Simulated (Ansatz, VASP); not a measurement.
## GaN in two plane-wave programs

One calculation is typed for both programs; each brings its own data sets and cutoff. How far apart do they land? The cell is taken from a series of VASP runs on this material, whose earlier steps may have relaxed, scaled or displaced it; both programs get it as it stands.

Program: Ansatz 0.2.0. Level of theory: plane waves, with VASP 6.6.1 beside it; band structure at PBEsol, spin-orbit coupling and single point at PBEsol, spin-orbit coupling. Results are calculated unless marked as measured.

## (1) The starting structure

The structure is hexagonal, space group P6_3mc (No. 186). Conventional cell: a = 3.180 Å, b = 3.180 Å, c = 5.166 Å, α = 90.00°, β = 90.00°, γ = 120.00°. Ga has 4 N at 1.94 to 1.95 Å nearest. Nearest to N lie 4 Ga at 1.94 to 1.95 Å. Farther neighbours and most contacts between anions are not listed.

Structure file:

```cif
data_structure
_symmetry_space_group_name_H-M 'P 1'
_symmetry_Int_Tables_number 1
_cell_length_a 3.1800
_cell_length_b 3.1800
_cell_length_c 5.1660
_cell_angle_alpha 90.000
_cell_angle_beta 90.000
_cell_angle_gamma 120.000
_cell_volume 45.24
loop_
_atom_site_label
_atom_site_type_symbol
_atom_site_fract_x
_atom_site_fract_y
_atom_site_fract_z
_atom_site_occupancy
Ga1 Ga 0.33333 0.66667 0.99895 1
Ga2 Ga 0.66667 0.33333 0.49895 1
N3 N 0.33333 0.66667 0.37605 1
N4 N 0.66667 0.33333 0.87605 1
```

## (2) VASP: band structure, PBEsol, spin-orbit coupling

Levels along a path test the potential and the projectors away from the mesh points.

Lines of VASP's logs that name or quote its potential files are left out, and so is its time.

Contents of INCAR:

```
SYSTEM = GaN
PREC = Accurate
ENCUT = 520
EDIFF = 1E-06
NELM = 100
ISMEAR = 0
SIGMA = 0.02
LREAL = .FALSE.
ALGO = Normal
GGA = PS
LNONCOLLINEAR = .TRUE.
MAGMOM = 0 0 0 0 0 0 0 0 0 0 0 0
NBANDS = 48
GGA_COMPAT = .FALSE.
LASPH = .TRUE.
LSORBIT = .TRUE.
LORBIT = 11
LWAVE = .FALSE.
LCHARG = .FALSE.
KPAR = 4
ISIF = 2
```

Contents of POSCAR:

```
GaN
1.0
    3.1800000000      0.0000000000      0.0000000000
   -1.5900000000      2.7539610000      0.0000000000
    0.0000000000      0.0000000000      5.1660000000
Ga N
2 2
Direct
    0.3333330000      0.6666670000      0.9989487149
    0.6666670000      0.3333330000      0.4989487149
    0.3333330000      0.6666670000      0.3760512851
    0.6666670000      0.3333330000      0.8760512851
```

Contents of KPOINTS:

```
Automatic mesh
0
Gamma
10 10 6
0 0 0
```

Contents of KPOINTS_OPT:

```
Line mode
16
Line-mode
Reciprocal
  0.00000000   0.00000000   0.00000000 GAMMA
  0.50000000   0.00000000   0.00000000 M

  0.50000000   0.00000000   0.00000000 M
  0.33333333   0.33333333   0.00000000 K

  0.33333333   0.33333333   0.00000000 K
  0.00000000   0.00000000   0.00000000 GAMMA

  0.00000000   0.00000000   0.00000000 GAMMA
  0.00000000   0.00000000   0.50000000 A

  0.00000000   0.00000000   0.50000000 A
  0.50000000   0.00000000   0.50000000 L

  0.50000000   0.00000000   0.50000000 L
  0.33333333   0.33333333   0.50000000 H

  0.33333333   0.33333333   0.50000000 H
  0.00000000   0.00000000   0.50000000 A

  0.50000000   0.00000000   0.50000000 L
  0.50000000   0.00000000   0.00000000 M

  0.33333333   0.33333333   0.00000000 K
  0.33333333   0.33333333   0.50000000 H
```

PAW data sets: Ga_d and N (PBE family, release 64).

Command:

```console
mpirun -np 4 vasp_ncl
```

Numbers of over 12 decimals in the logs are rounded to 6 here.

Output:

```text
[banner, memory and clock lines left out]
running    4 mpi-ranks, on    1 nodes
 distrk:  each k-point on    1 cores,    4 groups
 distr:  one band on    1 cores,    1 groups

 POSCAR found type information on POSCAR GaN
 POSCAR found :  2 types and       4 ions
|                                                                             |
|               ----> ADVICE to this user running VASP <----                  |
|                                                                             |
|     You enforced a specific xc type in the INCAR file but a different       |
|     [... a line on the potential file left out ...]
|     I HOPE YOU KNOW WHAT YOU ARE DOING!                                     |
|                                                                             |

 LDA part: xc-table for (Slater+PW92), standard interpolation
 POSCAR, INCAR and KPOINTS ok, starting setup
 FFT: planning ... GRIDC
 FFT: planning ... GRID_SOFT
 FFT: planning ... GRID
 WAVECAR not read
 entering main loop
       N       E                     dE             d eps       ncg     rms          rms(c)
DAV:   1     0.395731943559E+03    0.39573E+03   -0.16091E+04  9456   0.281E+03
DAV:   2     0.507167434587E+02   -0.34502E+03   -0.32182E+03  8168   0.717E+02
DAV:   3    -0.239605281447E+02   -0.74677E+02   -0.72547E+02  9264   0.219E+02
DAV:   4    -0.297602835613E+02   -0.57998E+01   -0.57406E+01 10248   0.644E+01
DAV:   5    -0.299349930656E+02   -0.17471E+00   -0.17453E+00  9616   0.117E+01    0.102E+01
DAV:   6    -0.262160267065E+02    0.37190E+01   -0.92090E+00 14528   0.529E+01    0.293E+00
DAV:   7    -0.263239402200E+02   -0.10791E+00   -0.18516E+00  8808   0.985E+00    0.264E+00
DAV:   8    -0.263020716208E+02    0.21869E-01   -0.24116E-01 11768   0.764E+00    0.873E-01
DAV:   9    -0.262776971248E+02    0.24374E-01   -0.92509E-02 12296   0.551E+00    0.229E-01
DAV:  10    -0.262786278471E+02   -0.93072E-03   -0.77346E-03  9576   0.861E-01    0.101E-01
DAV:  11    -0.262786551831E+02   -0.27336E-04   -0.60415E-04 10896   0.396E-01    0.337E-02
DAV:  12    -0.262786517884E+02    0.33947E-05   -0.13027E-04 12488   0.106E-01    0.914E-03
DAV:  13    -0.262786523872E+02   -0.59883E-06   -0.23637E-05  9456   0.777E-02    0.588E-03
DAV:  14    -0.262786527695E+02   -0.38230E-06   -0.20301E-06  8216   0.127E-02
   1 F= -.26278653E+02 E0= -.26278653E+02  d E =-.168718E-30  mag=     0.0000     0.0000     0.0000
 Start KPOINTS_OPT (optional k-point list driver)
k-point batch [1-84\144]
       N       E                     dE             ncg
DAV:   1     0.214724549349E+05   -0.42870E+05     9464
DAV:   2    -0.732982234765E+04   -0.28802E+05     8152
DAV:   3    -0.133187507339E+05   -0.59889E+04     9432
DAV:   4    -0.137560788379E+05   -0.43733E+03     9896
DAV:   5    -0.137707684922E+05   -0.14690E+02    10336
DAV:   6    -0.137711962754E+05   -0.42778E+00    10488
DAV:   7    -0.137737157881E+05   -0.25195E+01    11104
DAV:   8    -0.137712088406E+05    0.25069E+01    10536
DAV:   9    -0.137712088437E+05   -0.30681E-05     6688
DAV:  10    -0.137712088441E+05   -0.39657E-06     5768
k-point batch [85-144\144]
       N       E                     dE             ncg
DAV:   1     0.346055140320E+05   -0.62970E+05     6608
DAV:   2     0.139728106884E+05   -0.20633E+05     5800
DAV:   3     0.971121999395E+04   -0.42616E+04     6520
DAV:   4     0.939591302829E+04   -0.31531E+03     7296
DAV:   5     0.938676243859E+04   -0.91506E+01     7096
DAV:   6     0.938650121811E+04   -0.26122E+00     7696
DAV:   7     0.938649363854E+04   -0.75796E-02     7680
DAV:   8     0.934819937988E+04   -0.38294E+02     7536
DAV:   9     0.938649353585E+04    0.38294E+02     4456
DAV:  10     0.938649353559E+04   -0.25762E-06     4208
```

From OUTCAR (step 2):

```text
ion  position               nearest neighbor table
   1  0.333  0.667  0.999-   4 1.94   4 1.94   4 1.94   3 1.95
   2  0.667  0.333  0.499-   3 1.94   3 1.94   3 1.94   4 1.95
   3  0.333  0.667  0.376-   2 1.94   2 1.94   2 1.94   1 1.95
   4  0.667  0.333  0.876-   1 1.94   1 1.94   1 1.94   2 1.95

  LATTYP: Found a hexagonal cell.
 ALAT       =     3.1800000000
 C/A-ratio  =     1.6245283019

 Subroutine GETGRP returns: Found 12 space group operations
 (whereof  6 operations were pure point group operations)

The static configuration has the point symmetry C_3v.
 The point group associated with its full space group is C_6v.

 Found     84 irreducible k-points:

   k-points           NKPTS =     84   k-points in BZ     NKDIM =     84   number of bands    NBANDS=     48

   dimension x,y,z NGX =    24 NGY =   24 NGZ =   40
   dimension x,y,z NGXF=    48 NGYF=   48 NGZF=   80

   ENCUT  =  520.0 eV  38.22 Ry    6.18 a.u.   5.91  5.91  9.61*2*pi/ulx,y,z

   NELECT =      36.0000    total number of electrons

 k-points in reciprocal lattice and weights: Automatic mesh
   0.00000000  0.00000000  0.00000000       0.002
   0.10000000  0.00000000  0.00000000       0.010
   0.20000000  0.00000000  0.00000000       0.010
   0.30000000  0.00000000  0.00000000       0.010
   0.40000000  0.00000000  0.00000000       0.010
   0.50000000  0.00000000  0.00000000       0.005
   0.10000000  0.10000000  0.00000000       0.010
   0.20000000  0.10000000  0.00000000       0.020
   0.30000000  0.10000000  0.00000000       0.020
[...]
0.40000000  0.20000000  0.50000000       0.010
   0.30000000  0.30000000  0.50000000       0.010

 average (electrostatic) potential at core
       1 -63.2037       2 -63.2037       3 -62.0448       4 -62.0447

 E-fermi :   5.4466

 k-point     1 :       0.0000    0.0000    0.0000
  band No.  band energies     occupation
    ...
     32       5.2606      1.00000
     33       5.2877      1.00000
     34       5.2877      1.00000
     35       5.2917      1.00000
     36       5.2917      1.00000
     37       7.2294      0.00000
     38       7.2294      0.00000
     39       9.5089      0.00000
     40       9.5089      0.00000
     41      14.4634      0.00000
    ...

 k-point     2 :       0.1000    0.0000    0.0000
  band No.  band energies     occupation
    ...
     32       4.4586      1.00000
     33       5.1525      1.00000
     34       5.1667      1.00000
     35       5.1960      1.00000
     36       5.2009      1.00000
     37       7.9858      0.00000
     38       7.9911      0.00000
     39      10.1103      0.00000
     40      10.1250      0.00000
     41      14.1207      0.00000
    ...

 k-point     3 :       0.2000    0.0000    0.0000
  band No.  band energies     occupation
    ...
     32       3.5251      1.00000
     33       4.8168      1.00000
     34       4.8434      1.00000
     35       4.9395      1.00000
     36       4.9466      1.00000
     37       9.0956      0.00000
     38       9.1103      0.00000
     39      11.0441      0.00000
     40      11.0544      0.00000
     41      13.0388      0.00000
    ...

  Total        0.1299274      0.1299275      0.3835482      0.0000000     -0.0000000      0.0000000
  in kB        4.6012110      4.6012117     13.5828592      0.0000000     -0.0000000      0.0000000
  external PRESSURE =       7.5950940 kB  Pullay stress =       0.0000000 kB

  energy-cutoff  :      520.00
  volume of cell :       45.24
      direct lattice vectors                 reciprocal lattice vectors
     3.180000000  0.000000000  0.000000000     0.314465409  0.181556674  0.000000000
    -1.590000000  2.753961000  0.000000000     0.000000000  0.363113348  0.000000000
     0.000000000  0.000000000  5.166000000     0.000000000  0.000000000  0.193573364

 POSITION                                       TOTAL-FORCE (eV/Angst)
 -----------------------------------------------------------------------------------
     -0.00000      1.83597      5.16057         0.000000      0.000000      0.000337
      1.59000      0.91799      2.57757        -0.000000     -0.000000      0.000337
     -0.00000      1.83597      1.94268        -0.000000      0.000000     -0.000337
      1.59000      0.91799      4.52568        -0.000000      0.000000     -0.000337
 -----------------------------------------------------------------------------------
    total drift:                               -0.001035      0.000597     -0.000064

  FREE ENERGIE OF THE ION-ELECTRON SYSTEM (eV)
  ---------------------------------------------------
  free  energy   TOTEN  =       -26.2786527695 eV

  energy  without entropy=      -26.2786527695  energy(sigma->0) =      -26.27865277

 Spin-Orbit-Coupling matrix elements
 Ion:    1  E_soc:     -0.0109052
 Ion:    2  E_soc:     -0.0109052
 Ion:    3  E_soc:     -0.0000938
 Ion:    4  E_soc:     -0.0000938

 total charge
# of ion       s       p       d       tot
------------------------------------------
    1        0.791   0.915  10.187  11.892
    2        0.791   0.915  10.187  11.892
    3        1.217   2.515   0.000   3.732
    4        1.217   2.515   0.000   3.732
--------------------------------------------------
tot          4.015   6.860  20.373  31.249

 magnetization (x)
# of ion       s       p       d       tot
------------------------------------------
    1       -0.000  -0.000  -0.000  -0.000
    2        0.000   0.000   0.000   0.000
    3        0.000   0.000   0.000   0.000
    4       -0.000  -0.000   0.000  -0.000
--------------------------------------------------
tot          0.000   0.000   0.000   0.000

 magnetization (y)
# of ion       s       p       d       tot
------------------------------------------
    1        0.000   0.000   0.000   0.000
    2        0.000   0.000   0.000   0.000
    3       -0.000   0.000   0.000  -0.000
    4       -0.000   0.000   0.000   0.000
--------------------------------------------------
tot         -0.000   0.000   0.000   0.000

 magnetization (z)
# of ion       s       p       d       tot
------------------------------------------
    1        0.000   0.000   0.000   0.000
    2        0.000   0.000  -0.000   0.000
    3       -0.000   0.000   0.000   0.000
    4        0.000   0.000   0.000   0.000
--------------------------------------------------
tot          0.000   0.000   0.000   0.000

[... 3 further parts left out ...]
```

The run ends at a pressure of 0.76 GPa, with forces up to 3.4e-4 eV/Å.

[end of part 1 of 2]

[Lines on the potential files, build, host, timing and source positions are cut from VASP's logs without a mark.]

[Logs are printed without paths, hosts, clocks, repeated set-up lines and the standing remarks that a program may print on its own settings, such as how far it seeks lower states.]

[Hosts, paths, dates, database ids (printed as entryN), source tags and the programs' standing remarks are cut or masked in the printed files.]
